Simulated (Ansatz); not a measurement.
**Carriers in MgSe (Fm-3m)**

```xyz
2
Lattice="0.0000 2.7255 2.7255 2.7255 0.0000 2.7255 2.7255 2.7255 0.0000" Properties=species:S:1:pos:R:3 pbc="T T T"
Mg    0.0000    0.0000    0.0000
Se    2.7255    2.7255    2.7255
```

The conventional cell has a = 5.451 Å, b = 5.451 Å, c = 5.451 Å, α = 90.00°, β = 90.00°, γ = 90.00°. Mg (atom 1) has 6 Se at 2.73 Å as nearest neighbours. Around Se (atom 2) lie 6 Mg at 2.73 Å.

Level of theory, where no other is named: PBEsol, all-electron LAPW in Ansatz 0.2.0, with spin-orbit coupling. k mesh 8×8×8, fixed occupations, basis error target 1 meV/atom. The cell was relaxed by PAW under this functional.

Extrema are searched on a 10×10×10 mesh and refined by Newton steps; masses come from band slopes 0.005 Å⁻¹ away, 1/m* = (1/ħ²) d²E/dk², negative for holes (the finite step makes the lightest masses up to about 3 % heavy). k is in units of the reciprocal vectors.

Task: Where are the band edges, and is the gap direct?

Result: The valence maximum lies at Gamma (0.000, 0.000, 0.000) and the conduction minimum at X (0.000, -0.500, -0.500), so the Kohn-Sham gap of 1.634 eV is indirect; the least direct gap on the mesh is 2.361 eV. A further conduction extremum at Gamma (0.000, 0.000, 0.000) lies 0.727 eV from the edge (1 equivalent point).

Task: What are the electron masses at the edge?

Result: The principal masses are 0.234, 0.234, 0.485 mₑ. One valley has a density-of-states mass (m₁m₂m₃)^(1/3) = 0.299; 3 valleys give N^(2/3) times that, 0.621; the direction-averaged conductivity mass 3/Σ(1/mᵢ) is 0.283 mₑ.

Task: Several bands lie at or near the hole edge, or its surface isn't an ellipsoid. What are the masses by direction?

Result: 

```json
{"direction": "100", "branch from the edge (spin pairs averaged)": "1", "its level at the point (eV from the edge)": "0.000", "m*/mₑ": "-0.752"}
{"direction": "100", "branch from the edge (spin pairs averaged)": "2", "its level at the point (eV from the edge)": "0.000", "m*/mₑ": "-0.203"}
{"direction": "100", "branch from the edge (spin pairs averaged)": "3", "its level at the point (eV from the edge)": "-0.428", "m*/mₑ": "-0.381"}
{"direction": "110", "branch from the edge (spin pairs averaged)": "1", "its level at the point (eV from the edge)": "0.000", "m*/mₑ": "-1.5"}
{"direction": "110", "branch from the edge (spin pairs averaged)": "2", "its level at the point (eV from the edge)": "0.000", "m*/mₑ": "-0.179"}
{"direction": "110", "branch from the edge (spin pairs averaged)": "3", "its level at the point (eV from the edge)": "-0.428", "m*/mₑ": "-0.38"}
{"direction": "111", "branch from the edge (spin pairs averaged)": "1", "its level at the point (eV from the edge)": "0.000", "m*/mₑ": "-2.07"}
{"direction": "111", "branch from the edge (spin pairs averaged)": "2", "its level at the point (eV from the edge)": "0.000", "m*/mₑ": "-0.173"}
{"direction": "111", "branch from the edge (spin pairs averaged)": "3", "its level at the point (eV from the edge)": "-0.428", "m*/mₑ": "-0.38"}
{"direction": "11-2", "branch from the edge (spin pairs averaged)": "1", "its level at the point (eV from the edge)": "0.000", "m*/mₑ": "-1.5"}
{"direction": "11-2", "branch from the edge (spin pairs averaged)": "2", "its level at the point (eV from the edge)": "0.000", "m*/mₑ": "-0.179"}
{"direction": "11-2", "branch from the edge (spin pairs averaged)": "3", "its level at the point (eV from the edge)": "-0.428", "m*/mₑ": "-0.38"}
```

Task: What electronic dielectric constant and refractive index follow from the same bands (independent particles)?

Result: ε∞ = (7.32, 7.32, 7.32), so n ≈ √ε∞ = 2.71 (mean over directions) well under the gap and the normal reflectivity is ((n − 1)/(n + 1))² = 0.212. With the conductivity mass, a hydrogenic donor screened by ε∞ alone would bind by 13.6 eV × m*/ε∞² = 72 meV; static screening by the ions makes it shallower. Local fields, left out here, lower ε∞ by several per cent.

Task: What gap does PAW give in the same cell?

Result: 1.635 eV, 1 meV from the LAPW value.

Task: What does spin-orbit coupling change?

Result: The gap goes from 1.774 to 1.634 eV. The valence levels at the maximum lie at 0.000, 0.000, -0.428 eV (pairs).

Task: Cells strained by ±0.5 % (all lengths, zz alone, equal engineering shears γ in yz, zx, xy; ions relaxed) give deformation potentials. How do the edge levels move, in eV per unit strain against the centre of the top valence set?

Result: 

```
point                  k        side  bands  level (eV)  d/dlnV  d/dε_zz    d/dγ  split/ε_zz  split/γ
Gamma     0.00 0.00 0.00     valence      4       0.000    0.00     0.00   0.00*        3.38     9.74
Gamma     0.00 0.00 0.00  conduction      2       2.362   -6.57    -6.57  -0.02*           –        –
    X   0.00 -0.50 -0.50     valence      2      -1.835    2.48     0.94  -0.03*           –        –
    X   0.00 -0.50 -0.50  conduction      2       1.634   -1.52    -3.07  -0.02*           –        –
    X   -0.50 -0.50 0.00     valence      2      -1.835    2.48     5.54  -0.03*           –        –
    X   -0.50 -0.50 0.00  conduction      2       1.634   -1.52     1.58  -0.02*           –        –
    L    -0.50 0.00 0.00     valence      2      -0.601    1.19     1.19   -2.39           –        –
    L    -0.50 0.00 0.00  conduction      2       3.572   -1.17    -1.17   -3.28           –        –
    L  -0.50 -0.50 -0.50     valence      2      -0.601    1.19     1.19    7.11           –        –
    L  -0.50 -0.50 -0.50  conduction      2       3.572   -1.17    -1.17    9.75           –        –
```

The quartet at Γ splits by 2|b|ε_zz and by 2√3|d|(γ/2), so |b| = 1.69 eV and |d| = 5.62 eV.

Sets with another level within 0.15 eV are left out, since it mixes in under strain; the reference set stays in any case. Entries marked * vanish by symmetry to first order; what they show is the residue of the finite step. These cells use a basis error target of 0.5 meV/atom.

Keep in mind: semilocal gaps are low, and what follows the gap (onsets, screening, light masses) shifts with it; the frozen-core PAW files of the compared runs were fitted under PBE, their cores solved anew for this functional.
